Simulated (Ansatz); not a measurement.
# Zr3N: the cost of one run

Computed with Ansatz 0.2.0 (DFT r2SCAN, scalar-relativistic, plane waves, PAW, unless a step's input says otherwise).

1 further run of the same task is left out (set aside as unsound or not needed).

**1. The structure to begin with**

The structure is hexagonal, space group P6_322 (No. 182). The conventional cell has a = 5.651 Å, b = 5.651 Å, c = 5.195 Å, α = 90.00°, β = 90.00°, γ = 120.00°. Zr (site symmetry 2) is surrounded by 2 O at 2.27 Å. Around O (site symmetry 32) lie 6 Zr at 2.27 Å.

Coordinates:

```cif
data_structure
_symmetry_space_group_name_H-M 'P6_322'
_symmetry_Int_Tables_number 182
_cell_length_a 5.6510
_cell_length_b 5.6510
_cell_length_c 5.1948
_cell_angle_alpha 90.000
_cell_angle_beta 90.000
_cell_angle_gamma 120.000
_cell_volume 143.66
loop_
_atom_site_label
_atom_site_type_symbol
_atom_site_symmetry_multiplicity
_atom_site_Wyckoff_symbol
_atom_site_fract_x
_atom_site_fract_y
_atom_site_fract_z
_atom_site_occupancy
Zr1 Zr 6 g 0.00000 0.66016 0.50000 1
O1 O 2 c 0.66667 0.33333 0.75000 1
```

It goes back to an entry of the Materials Project, which need not be the stable form.

It is the result of an earlier relaxation at this level (volume 17.96 Å³/atom; gap on the mesh: none (metal)).

**2. The substitution O → N**

The start of Zr3N: fractional positions of relaxed Zr3O, cell scaled by 1.006, a guess from tabulated radii.

**3. Quick check of gap, pressure and forces (Zr3N)**

File input.yaml:

```yaml
crystal:
  lattice:
    - [5.6836608358, 0.0, 0.0]
    - [-2.8418304179, 4.9221946703, 0.0]
    - [0.0, 0.0, 5.2248774198]
  atoms:
    - { symbol: Zr, position: [0.0, 0.6601601134, 0.5] }
    - { symbol: Zr, position: [0.0, 0.3398398866, 0.0] }
    - { symbol: Zr, position: [0.6601601134, 0.6601601134, 0.0] }
    - { symbol: Zr, position: [0.6601601134, 0.0, 0.5] }
    - { symbol: Zr, position: [0.3398398866, 0.3398398866, 0.5] }
    - { symbol: Zr, position: [0.3398398866, 0.0, 0.0] }
    - { symbol: "N", position: [0.6666666667, 0.3333333333, 0.75] }
    - { symbol: "N", position: [0.3333333333, 0.6666666667, 0.25] }
basis:
  ecutwfc: 500
kpoints:
  mp_grid: { grid: [6, 6, 4] }
hamiltonian:
  xc: r2scan
scf:
  occupations: { method: gaussian, width: 0.1 }
output:
  forces: true
  stress: true
  eigenvalues: true
```

Started as:

```
$ ansatz run input.yaml --threads 2 --pin off --max-ram 5120MiB --backend cpu --events-out ev --progress --plain --runs-dir out
```

What time and memory should one allow on 2 threads of Arm Neoverse V2, shared host?

About 11 s, with a peak of 0.73 GiB.
